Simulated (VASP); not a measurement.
# Al (Fm-3m) in VASP: a series of runs

Aim: see how the results for Al move with the level of theory and the settings. Levels: r2SCAN, r2SCANh, PBEsol0. Tasks: equation of state, elastic constants, band structure.

Everything below comes from runs of VASP 6.6.1. Logs are shortened: lines on timing, memory, paths and dates and some standing lists are left out, and cuts for length are marked.

### 1 The structure

The structure is cubic, space group Fm-3m (No. 225). Conventional cell: a = 4.050 Å, b = 4.050 Å, c = 4.050 Å, α = 90.00°, β = 90.00°, γ = 90.00°. Around Al (site symmetry m-3m) lie 12 Al at 2.86 Å.

### 2 Equation of state, r2SCAN, 17.27 Å³/atom (volume scaled by 1.04)

The input, INCAR:

```
PREC = Accurate
ENCUT = 520
EDIFF = 1E-7
ISMEAR = -1
SIGMA = 0.05
LREAL = False
LASPH = True
NELM = 80
ALGO = Normal
ISIF = 2
LWAVE = False
LCHARG = False
METAGGA = R2SCAN
LMIXTAU = True
```

The input, KPOINTS:

```
Automatic mesh
0
Gamma
  11 11 11
```

The input, POSCAR:

```
Al
1.0
    0.0000000000      2.0514502267      2.0514502267
    2.0514502267      0.0000000000      2.0514502267
    2.0514502267      2.0514502267      0.0000000000
Al
1
Direct
    0.0000000000      0.0000000000      0.0000000000
```

Potentials or basis: VASP PAW PBE potentials, release 64 (Al).

Started as:

```console
$ cat potpaw_PBE.64/Al/POTCAR > POTCAR
$ mpirun -np 1 vasp_std > vasp.out
```

OUTCAR:

```text
PREC = Accurate
   ENCUT = 520
   EDIFF = 1E-7
   ISMEAR = -1
   LREAL = False
   LASPH = True
   NELM = 80
   ISIF = 2
   METAGGA = R2SCAN

 Found     56 irreducible k-points:

 Following reciprocal coordinates:
            Coordinates               Weight
  0.000000  0.000000  0.000000      1.000000
  0.090909  0.000000  0.000000      8.000000
  0.181818  0.000000  0.000000      8.000000
  0.272727  0.000000  0.000000      8.000000
  0.363636  0.000000  0.000000      8.000000
  0.454545  0.000000  0.000000      8.000000
   k-points           NKPTS =     56   k-points in BZ     NKDIM =     56   number of bands    NBANDS=      5
   number of dos      NEDOS =    301   number of ions     NIONS =      1
   total plane-waves  NPLWV =  13824
   dimension x,y,z NGX =    24 NGY =   24 NGZ =   24
   dimension x,y,z NGXF=    48 NGYF=   48 NGZF=   48
   ions per type =               1
   NGX,Y,Z   is equivalent  to a cutoff of  13.75, 13.75, 13.75 a.u.
   NGXF,Y,Z  is equivalent  to a cutoff of  27.51, 27.51, 27.51 a.u.
 SYSTEM =  unknown system
   PREC   = accura    normal or accurate (medium, high low for compatibility)
   ISTART =      0    job   : 0-new  1-cont  2-samecut
   ICHARG =      2    charge: 1-file 2-atom 10-const
   ISPIN  =      1    spin polarized calculation?
   LNONCOLLINEAR =      F non collinear calculations
   LSORBIT =      F    spin-orbit coupling
   LASPH  =      T    aspherical Exc in radial PAW
   ENCUT  =  520.0 eV  38.22 Ry    6.18 a.u.   5.39  5.39  5.39*2*pi/ulx,y,z
   NELM   =     80;   NELMIN=  2; NELMDL= -5     # of ELM steps
   EDIFF  = 0.1E-06   stopping-criterion for ELM
   LREAL  =      F    real-space projection
   EDIFFG = 0.1E-05   stopping-criterion for IOM
   NSW    =      0    number of steps for IOM
   IBRION =     -1    ionic relax: 0-MD 1-quasi-New 2-CG
   NFREE  =      0    steps in history (QN), initial steepest desc. (CG)
   ISIF   =      2    stress and relaxation
   ISYM   =      2    0-nonsym 1-usesym 2-fastsym
   POTIM  = 0.5000    time-step for ionic-motion
   TEBEG  =    0.0;   TEEND  =   0.0 temperature during run
   PSTRESS=    0.0 pullay stress
   NELECT =       3.0000    total number of electrons
   NUPDOWN=      -1.0000    fix difference up-down
   EMIN   =  10.00;   EMAX   =-10.00  energy-range for DOS
   EFERMI =   0.00;   METHOD = LEGACY
   ISMEAR =    -1;   SIGMA  =   0.05  broadening in eV -4-tet -1-fermi 0-gaus
   EFERMI_NEDOS =   21; number of points for ismear=-14 and -15
   IALGO  =     38    algorithm
   IMIX   =      4    mixing-type and parameters
     AMIX     =   0.40;   BMIX     =  1.00
     AMIX_MAG =   1.60;   BMIX_MAG =  1.00
  volume/ion in A,a.u.               =      17.27       116.52
  Fermi-wavevector in a.u.,A,eV,Ry     =   0.913505  1.726274 11.353945  0.834491
  Thomas-Fermi vector in A             =   2.038024
   LORBIT       =      0    0 simple, 1 ext, 2 COOP (PROOUT), +10 PAW based schemes
   METAGGA = R2SCAN    functional components
   LHFCALC =     F    Hartree Fock is set to
   AEXX    =    0.0000 exact exchange contribution
   IVDW    =     0    specifies the selected vdW correction
   LEPSILON=     F    determine dielectric tensor
   LRPA    =     F    only Hartree local field effects (RPA)
 non-spin polarized calculation
  energy-cutoff  :      520.00
  volume of cell :       17.27
 maximum number of plane-waves:       483
 NGX is ok and might be reduce to    24
   NGX = 11   NGY = 11   NGZ = 11

 number of electron       3.0000000 magnetization

 Free energy of the ion-electron system (eV)
  ---------------------------------------------------
  ext. energy  EPLUGINS =         0.00000000
  ---------------------------------------------------
  free energy    TOTEN  =        -6.71689225 eV

  energy without entropy =       -6.71297761  energy(sigma->0) =       -6.71493493

 E-fermi :   7.5610     XC(G=0): -10.7400

 val. band max:        7.5382196012   @ k =  -0.4545   0.3636   0.0000
 cond. band min:       7.5888996750   @ k =   0.4545   0.1818   0.0909
 fundamental gap:      0.0506800738
 Fermi energy:         7.5609969758

 k-point     1 :       0.0000    0.0000    0.0000
  band No.  band energies     occupation
      1      -3.9698      2.00000
      2      20.6236      0.00000
      3      20.6236      0.00000
      4      20.6236      0.00000
      5      22.1549      0.00000

 k-point     2 :       0.0909    0.0000    0.0000
  band No.  band energies     occupation
      1      -3.7378      2.00000
      2      17.5980      0.00000
      3      19.9584      0.00000
      4      19.9584      0.00000
      5      22.8485      0.00000

 k-point     3 :       0.1818    0.0000    0.0000
  band No.  band energies     occupation
      1      -3.0437      2.00000
      2      13.8144      0.00000
      3      19.1995      0.00000
      4      19.1995      0.00000
      5      22.6143      0.00000

 k-point     4 :       0.2727    0.0000    0.0000
  band No.  band energies     occupation
      1      -1.8940      2.00000
      2      10.2578      0.00000
      3      18.7757      0.00000
      4      18.7757      0.00000
      5      22.4018      0.00000

 k-point     5 :       0.3636    0.0000    0.0000
  band No.  band energies     occupation
      1      -0.2989      2.00000
      2       7.0358      1.99995
      3      18.7306      0.00000
      4      18.7306      0.00000
      5      20.9330      0.00000

 k-point     6 :       0.4545    0.0000    0.0000
  band No.  band energies     occupation
      1       1.7237      2.00000
      2       4.1951      2.00000
      3      19.0737      0.00000
      4      19.0737      0.00000
      5      19.8112      0.00000

 [... further k-points ...]

------------------------ aborting loop because EDIFF is reached ----------------------------------------

  FORCE on cell =-STRESS in cart. coord.  units (eV):
  Direction    XX          YY          ZZ          XY          YZ          ZX
  --------------------------------------------------------------------------------------
  -------------------------------------------------------------------------------------
  Total       -0.6851743     -0.6851743     -0.6851743      0.0000000      0.0000000     -0.0000000
  in kB      -63.5768020    -63.5768020    -63.5768020      0.0000000      0.0000000     -0.0000000
  external PRESSURE =     -63.5768020 kB  Pullay stress =       0.0000000 kB

 VOLUME and BASIS-vectors are now :
 -----------------------------------------------------------------------------
  energy-cutoff  :      520.00
  volume of cell :       17.27
      direct lattice vectors                 reciprocal lattice vectors
     0.000000000  2.051450227  2.051450227    -0.243730018  0.243730018  0.243730018
     2.051450227  0.000000000  2.051450227     0.243730018 -0.243730018  0.243730018
     2.051450227  2.051450227  0.000000000     0.243730018  0.243730018 -0.243730018

 POSITION                                       TOTAL-FORCE (eV/Angst)
 -----------------------------------------------------------------------------------
      0.00000      0.00000      0.00000         0.000000      0.000000      0.000000
 -----------------------------------------------------------------------------------
    total drift:                               -0.000000      0.000000      0.000000

  FREE ENERGIE OF THE ION-ELECTRON SYSTEM (eV)
  ---------------------------------------------------
  free  energy   TOTEN  =        -6.7168922540 eV

  energy  without entropy=       -6.7129776085  energy(sigma->0) =       -6.71493493
```

OSZICAR:

```text
N       E                     dE             d eps       ncg     rms          rms(c)
DAV:   1    -0.454052409285E+01   -0.45405E+01   -0.88306E+02   585   0.331E+02
DAV:   2    -0.689830468244E+01   -0.23578E+01   -0.21656E+01   735   0.326E+01
DAV:   3    -0.691710752337E+01   -0.18803E-01   -0.18795E-01   720   0.359E+00
[... 14 lines left out ...]
DAV:  18    -0.671687521809E+01    0.15018E-04   -0.30007E-06   755   0.213E-02    0.626E-02
DAV:  19    -0.671688953752E+01   -0.14319E-04   -0.56087E-06   660   0.234E-02    0.276E-02
DAV:  20    -0.671689158380E+01   -0.20463E-05   -0.12151E-06   635   0.155E-02    0.739E-03
DAV:  21    -0.671689220237E+01   -0.61857E-06   -0.37455E-07   580   0.803E-03    0.776E-04
DAV:  22    -0.671689225398E+01   -0.51616E-07   -0.91902E-08   545   0.413E-03
   1 F= -.67168923E+01 E0= -.67149349E+01  d E =-.391465E-02
```

stdout:

```text
POSCAR found type information on POSCAR Al
 POSCAR found :  1 types and       1 ions
 scaLAPACK will be used
 -----------------------------------------------------------------------------
|                                                                             |
|                                                                             |
|     You enforced a specific xc type in the INCAR file but a different       |
|     I HOPE YOU KNOW WHAT YOU ARE DOING!                                     |
|                                                                             |
 -----------------------------------------------------------------------------

 LDA part: xc-table for (None), standard interpolation
 POSCAR, INCAR and KPOINTS ok, starting setup
 FFT: planning ... GRIDC
 FFT: planning ... GRID_SOFT
 FFT: planning ... GRID
 WAVECAR not read
 entering main loop
```

Run time: 86 s. Hardware: 1 thread of AMD EPYC, shared host; peak memory 0.1 GiB.

Results:

```yaml
Free_energy: -6.7169 eV
Pressure: -6.4 GPa
Band_gap_on_the_k_mesh: none (metal or under the smearing width)
```

Caveat: the PAW data sets were made with another functional, which shifts forces and pressure a little.

### 3 Equation of state, r2SCAN, 17.60 Å³/atom (volume scaled by 1.06)

The input, INCAR:

```
  PREC = Accurate
  ENCUT = 520
  EDIFF = 1E-6
  ISMEAR = -1
  SIGMA = 0.05
  LREAL = False
  LASPH = True
  NELM = 100
  ALGO = Normal
  ISIF = 2
  LWAVE = False
  LCHARG = False
  METAGGA = R2SCAN
  LMIXTAU = True
```

KPOINTS is that of step 2.

The input, POSCAR:

```
Al
1.0
    0.0000000000      2.0645171409      2.0645171409
    2.0645171409      0.0000000000      2.0645171409
    2.0645171409      2.0645171409      0.0000000000
Al
1
Direct
    0.0000000000      0.0000000000      0.0000000000
```

Potentials or basis: VASP PAW PBE potentials, release 64 (Al).

Started as:

```console
$ cat potpaw_PBE.64/Al/POTCAR > POTCAR
$ mpirun -np 1 vasp_std > vasp.out
```

Wall time 77 s (1 thread of AMD EPYC, shared host); peak memory 0.1 GiB.

Results (log left out):

```
Free energy            : -6.7025 eV
Pressure               : -7.5 GPa
Band gap on the k mesh : none (metal or under the smearing width)
```

Caveat: the PAW data sets were made with another functional, which shifts forces and pressure a little.

### 4 Elastic constants, r2SCAN

The input, POSCAR:

```
Al
1.0
    0.0000000000      2.0248050000      2.0248050000
    2.0248050000      0.0000000000      2.0248050000
    2.0248050000      2.0248050000      0.0000000000
Al
1
Direct
    0.0000000000      0.0000000000      0.0000000000
```

The input, INCAR.step1:

```
SYSTEM = Al
  PREC = Accurate
  ENCUT = 600
  EDIFF = 1E-8
  ISMEAR = 1
  SIGMA = 0.1
  LREAL = .FALSE.
  LASPH = .TRUE.
  NELM = 100
  ALGO = Normal
  ISIF = 3
  LWAVE = .FALSE.
  LCHARG = .FALSE.
  METAGGA = R2SCAN
  LMIXTAU = .TRUE.
  IBRION = 2
  NSW = 40
  EDIFFG = -0.002
```

The input, INCAR.step2:

```
SYSTEM = Al
  PREC = Accurate
  ENCUT = 600
  EDIFF = 1E-8
  ISMEAR = 1
  SIGMA = 0.1
  LREAL = .FALSE.
  LASPH = .TRUE.
  NELM = 100
  ALGO = Normal
  ISIF = 3
  LWAVE = .FALSE.
  LCHARG = .FALSE.
  METAGGA = R2SCAN
  LMIXTAU = .TRUE.
  IBRION = 6
  NFREE = 2
  POTIM = 0.015
  NSW = 1
```

The input, KPOINTS:

```
regular mesh
0
G
  8 8 8
  0 0 0
```

Potentials or basis: VASP PAW PBE potentials, release 64 (Al).

Started as:

```console
$ cat potpaw_PBE.64/Al/POTCAR > POTCAR
$ cp INCAR.step1 INCAR
$ mpirun -np 1 vasp_std > vasp.out
$ cp CONTCAR POSCAR
$ cp INCAR.step2 INCAR
$ mpirun -np 1 vasp_std > vasp.out
```

OUTCAR:

```text
SYSTEM = Al
   PREC = Accurate
   ENCUT = 600
   EDIFF = 1E-8
   ISMEAR = 1
   LREAL = .FALSE.
   LASPH = .TRUE.
   NELM = 100
   ISIF = 3
   METAGGA = R2SCAN
   IBRION = 6
   NFREE = 2
   POTIM = 0.015
   NSW = 1

 ion  position               nearest neighbor table
   1  0.000  0.000  0.000-

[... 628 lines left out ...]
             X         Y         Z           dx          dy          dz
      0.000000  0.000000  0.000000     0.707107   -0.707107    0.000000

   2 f  =    0.000000 THz     0.000000 2PiTHz    0.000000 cm-1     0.000000 meV
             X         Y         Z           dx          dy          dz
      0.000000  0.000000  0.000000    -0.707107   -0.707107    0.000000

   3 f  =    0.000000 THz     0.000000 2PiTHz    0.000000 cm-1     0.000000 meV
             X         Y         Z           dx          dy          dz
      0.000000  0.000000  0.000000     0.000000    0.000000    1.000000

--------------------------------------------------------------------------------------------------------

 ELASTIC MODULI CONTR FROM IONIC RELAXATION (kBar)
 Direction    XX          YY          ZZ          XY          YZ          ZX
 --------------------------------------------------------------------------------
 XX           0.0000      0.0000      0.0000      0.0000      0.0000      0.0000
 YY           0.0000      0.0000      0.0000      0.0000      0.0000      0.0000
 ZZ           0.0000      0.0000      0.0000      0.0000      0.0000      0.0000
 XY           0.0000      0.0000      0.0000      0.0000      0.0000      0.0000
 YZ           0.0000      0.0000      0.0000      0.0000      0.0000      0.0000
 ZX           0.0000      0.0000      0.0000      0.0000      0.0000      0.0000
 --------------------------------------------------------------------------------

 TOTAL ELASTIC MODULI (kBar)
 Direction    XX          YY          ZZ          XY          YZ          ZX
 --------------------------------------------------------------------------------
 XX        2183.1259    237.8485    237.8485      0.0000     -0.0000      0.0000
 YY         237.8485   2183.1259    237.8485     -0.0000      0.0000      0.0000
 ZZ         237.8485    237.8485   2183.1259     -0.0000     -0.0000     -0.0000
 XY           0.0000     -0.0000     -0.0000    591.2925      0.0000      0.0000
 YZ          -0.0000      0.0000     -0.0000      0.0000    591.2925      0.0000
 ZX           0.0000      0.0000     -0.0000      0.0000      0.0000    591.2925
 --------------------------------------------------------------------------------
```

OSZICAR.step1:

```text
N       E                     dE             d eps       ncg     rms          rms(c)
DAV:   1    -0.406841542259E+01   -0.40684E+01   -0.91113E+02   290   0.369E+02
DAV:   2    -0.688687252828E+01   -0.28185E+01   -0.27656E+01   375   0.363E+01
DAV:   3    -0.690956304484E+01   -0.22691E-01   -0.22721E-01   400   0.389E+00
[... 119 lines left out ...]
DAV:   1    -0.672952708685E+01   -0.35447E-06   -0.10123E-06   370   0.702E-03    0.137E-03
DAV:   2    -0.672952737900E+01   -0.29215E-06   -0.25845E-08   360   0.139E-03    0.353E-04
DAV:   3    -0.672952751302E+01   -0.13402E-06   -0.53424E-09   150   0.560E-04    0.179E-04
DAV:   4    -0.672952763096E+01   -0.11794E-06   -0.60489E-09   145   0.634E-04    0.486E-05
DAV:   5    -0.672952763908E+01   -0.81237E-08   -0.30176E-09   145   0.389E-04
  16 F= -.67295276E+01 E0= -.67296601E+01  d E =-.206944E-05
```

It took 20 min on 1 thread of AMD EPYC, shared host; peak memory 0.12 GiB.

What came out:

| Item | Value |
| --- | --- |
| Relaxed volume | 15.90 Å³/atom |
| Relaxed cell | a = 2.823 Å, b = 2.823 Å, c = 2.823 Å, α = 60.00°, β = 60.00°, γ = 60.00° |
| Space group after relaxing (to 0.05 Å) | Fm-3m (No. 225) |
| Elastic constants C11, C12, C44 | 218, 24, 59 GPa |
| Voigt bulk modulus | 89 GPa |

The path:
| step | energy change (eV) | largest force (eV/Å) | pressure (GPa) | volume (Å³) |
| --- | --- | --- | --- | --- |
| 1 | 0.0000 | 0.0000 | -3.65 | 16.60 |
| 2 | -0.0079 | 0.0000 | 1.17 | 15.71 |
| 3 | -0.0085 | 0.0000 | 0.04 | 15.89 |
| 4 | -0.0085 | 0.0000 | -0.05 | 15.91 |
| 5 | -0.0085 | 0.0000 | -0.05 | 15.91 |
| 6 | -0.0085 | 0.0000 | -0.05 | 15.91 |
| 7 | -0.0085 | 0.0000 | -0.05 | 15.91 |
| 8 | -0.0085 | 0.0000 | -0.05 | 15.91 |
| 9 | -0.0085 | 0.0000 | -0.04 | 15.91 |
| 10 | -0.0085 | 0.0000 | -0.04 | 15.91 |
| 11 | -0.0085 | 0.0000 | -0.04 | 15.91 |
| 12 | -0.0085 | 0.0000 | -0.04 | 15.91 |
| 13 | -0.0085 | 0.0000 | -0.04 | 15.91 |
| 14 | -0.0085 | 0.0000 | -0.04 | 15.91 |
| 15 | -0.0085 | 0.0000 | -0.03 | 15.90 |
| 16 | -0.0085 | 0.0000 | -0.01 | 15.90 |

Final structure:
```yaml
crystal:
  lattice:
    - [0.00000, 1.99587, 1.99587]
    - [1.99587, 0.00000, 1.99587]
    - [1.99587, 1.99587, 0.00000]
  atoms:
    - { symbol: Al, position: [0.00000, 0.00000, 0.00000] }
```

Elastic tensor in Voigt notation (GPa, in the Cartesian axes of the cell as first typed):
```
218  24  24   0   0   0
 24 218  24   0   0   0
 24  24 218   0   0   0
  0   0   0  59   0   0
  0   0   0   0  59   0
  0   0   0   0   0  59
```

Clamped-ion elastic tensor (GPa):
```
218  24  24   0   0   0
 24 218  24   0   0   0
 24  24 218   0   0   0
  0   0   0  59   0   0
  0   0   0   0  59   0
  0   0   0   0   0  59
```

Caveat: the PAW data sets were made with another functional, which shifts forces and pressure a little.

(Continued in part 2 of 2.)
